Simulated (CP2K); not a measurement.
**As under changes of volume**

One of the cells (19.764 Å³/atom); the others are scaled copies at fixed shape and fractional positions:

```
As
1.0
     2.70368    0.00000    0.00000
     0.00000    2.70368    0.00000
     0.00000    0.00000    2.70368
As
1
Cartesian
  1.3518 1.3518 1.3518
```

This isn't the form of As at room conditions, which is rhombohedral.

```yaml
Program: CP2K 2026.2
Functional: PBE
Potentials_or_basis: POTENTIAL_UZH As GTH-PBE-q5; TZVP-MOLOPT-PBE-GTH basis
Density_cutoff: 6123 eV
k_mesh: 10 × 10 × 10
Occupations: fermi-dirac, width 0.05 eV
Spin: no spin polarisation
```

```csv
volume (Å³/atom),energy over the lowest point (meV/atom),pressure (GPa)
18.578,48.07,9.2
18.973,28.36,6.8
19.368,14.24,4.7
19.764,?,?
20.159,0.48,1.0
20.554,0.00,-0.6
20.949,3.27,-2.0
```

Question: What does the run at 19.764 Å³/atom give?

Answer: Energy over the lowest point 5.10 meV/atom; pressure 2.7 GPa.

Worked out: A Birch-Murnaghan fit of order 3 (a polynomial in V^(-2/3)) to the other rows has its minimum at 20.40 Å³/atom with B0 = V·E''(V) = 81 GPa and B' = 4.0. It gives 5.07 meV/atom at 19.764 Å³/atom, against the run's 5.10, and -dE/dV = 2.8 GPa, against 2.7.

Energies are extrapolated to zero smearing.

Caveats: the basis of atomic orbitals isn't converged, which shifts pressures, moduli and gaps.
